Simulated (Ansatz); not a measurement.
# CaO: the cost of one run

Computed with Ansatz 0.2.0 (DFT PBE, scalar-relativistic, plane waves, PAW, unless a step's input says otherwise).

The COD cell was measured well above room temperature, so it is larger than a cold one.

1 further run of the same task is left out (set aside as unsound or not needed).

### Step 1. Starting point

Symmetry: Fm-3m, No. 225, cubic system. Conventional cell: a = 4.898 Å, b = 4.898 Å, c = 4.898 Å, α = 90.00°, β = 90.00°, γ = 90.00°. Ca (site symmetry m-3m) has 6 O at 2.45 Å as nearest neighbours. O (site symmetry m-3m) has 6 Ca at 2.45 Å as nearest neighbours.

Coordinates:

```
CELL_PARAMETERS angstrom
0.00000 2.44900 2.44900
2.44900 0.00000 2.44900
2.44900 2.44900 0.00000
ATOMIC_POSITIONS crystal
Ca 0.00000 0.00000 0.00000
O 0.50000 0.50000 0.50000
```

Source of the structure: the Crystallography Open Database.

(A quick probe on a coarse mesh, which set the mesh and smearing, is not shown.)

### Step 3. The relaxation

File input.yaml:

```yaml
crystal:
  lattice:
    - [0.0, 2.449, 2.449]
    - [2.449, 0.0, 2.449]
    - [2.449, 2.449, 0.0]
  atoms:
    - { symbol: Ca, position: [0.0, 0.0, 0.0] }
    - { symbol: O, position: [0.5, 0.5, 0.5] }
basis:
  ecutwfc: 420
kpoints:
  mp_grid: { grid: [8, 8, 8] }
hamiltonian:
  xc: pbe
scf:
  occupations: { method: gaussian, width: 0.02 }
output:
  forces: true
  stress: true
  eigenvalues: true
relax:
  adjacent_minimum: "off"
  f_tol: 0.005
  max_steps: 80
  cell: { stress_tol: 0.05 }
```

Started as:

```
$ ansatz run input.yaml --threads 4 --pin off --max-ram 12288MiB --backend cpu --events-out ev --progress --plain --runs-dir out
```

What time and memory should one allow on 4 threads of Intel Xeon Platinum 8488C (Sapphire Rapids), shared host?

About 2.2 s, with a peak of 0.35 GiB.
